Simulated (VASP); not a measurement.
SnSe2:

```
Sn Se
1.0
     3.81100    0.00000    0.00000
    -1.90550    3.30042    0.00000
     0.00000    0.00000    6.13600
Sn Se
1 2
Direct
  0.00000 0.00000 0.00000
  0.66667 0.33333 0.75100
  0.33333 0.66667 0.24900
```

* Program: VASP 6.6.1
* Task: relaxation of cell and atoms
* Functional: rev-vdW-DF2
* Potentials or basis: VASP PAW PBE potentials, release 64 (Sn_d, Se)
* Cutoff: 600 eV
* k mesh: 8 × 8 × 5
* Occupations: fermi-dirac, width 0.05 eV
* Spin: no spin polarisation

At the start: pressure 4.5 GPa; volume 25.73 Å³/atom.

Question: How do energy, volume and symmetry change on relaxing?

Answer: Over 13 steps the energy falls by 29.7 meV/atom and the volume is 26.26 Å³/atom (+2.1 %); space group P-3m1 (No. 164, to 0.05 Å).

The path:
```tsv
step	energy change (eV)	largest force (eV/Å)	pressure (GPa)	volume (Å³)
1	0.0000	0.8974	4.50	77.18
2	-0.0304	0.3942	-3.26	85.52
3	-0.0807	0.1218	-0.33	81.65
4	-0.0807	0.1348	-0.19	81.56
5	-0.0827	0.0993	-0.13	81.20
6	-0.0837	0.0582	-0.03	80.80
7	-0.0838	0.0460	0.01	80.68
8	-0.0848	0.0307	-0.06	80.56
9	-0.0869	0.0131	-0.27	80.19
10	-0.0875	0.0962	-0.59	79.44
11	-0.0879	0.0610	-0.45	79.75
12	-0.0884	0.0462	-0.35	79.51
13	-0.0890	0.0001	0.03	78.77
```

Final structure:
```cif
data_structure
_symmetry_space_group_name_H-M 'P 1'
_symmetry_Int_Tables_number 1
_cell_length_a 3.8661
_cell_length_b 3.8661
_cell_length_c 6.0855
_cell_angle_alpha 90.000
_cell_angle_beta 90.000
_cell_angle_gamma 120.000
_cell_volume 78.77
loop_
_atom_site_label
_atom_site_type_symbol
_atom_site_fract_x
_atom_site_fract_y
_atom_site_fract_z
_atom_site_occupancy
Sn1 Sn 0.00000 0.00000 0.00000 1
Se1 Se 0.66667 0.33333 0.73711 1
Se2 Se 0.33333 0.66667 0.26289 1
```

Caveat: the PAW data sets were made with another functional, which shifts forces and pressure a little.
